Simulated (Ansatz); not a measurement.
The system is Hg.

```
Hg
1.0
     3.46181    0.00000    0.00000
    -1.73090    2.99802    0.00000
     0.00000    0.00000    5.48755
Hg
2
Direct
  0.33333 0.66667 0.25000
  0.66667 0.33333 0.75000
```

Base run:

| Item | Value |
| --- | --- |
| Program | Ansatz 0.2.0 |
| Functional | PBEsol |
| Potentials or basis | Ansatz PAW |
| Cutoff | 420 eV |
| Density cutoff | 1680 eV |
| k mesh | 9 × 9 × 5 |
| Occupations | fermi-dirac, width 0.05 eV |
| Spin | spin-orbit coupling, no magnetisation |

Its results: band gap on the k mesh none (metal or under the smearing width); pressure -3.4 GPa.

Q: The run is repeated on the same cell with these changes: spin from spin-orbit coupling, no magnetisation to no spin polarisation; potential files from those of the base run to others of the same set. What comes out?

A: Band gap on the k mesh none (metal or under the smearing width); pressure -2.5 GPa.

Caveats: the PAW data sets come from PBE, with cores solved anew for the run's functional, which leaves a small shift of forces and pressure.

Not every run made on this cell is shown here.
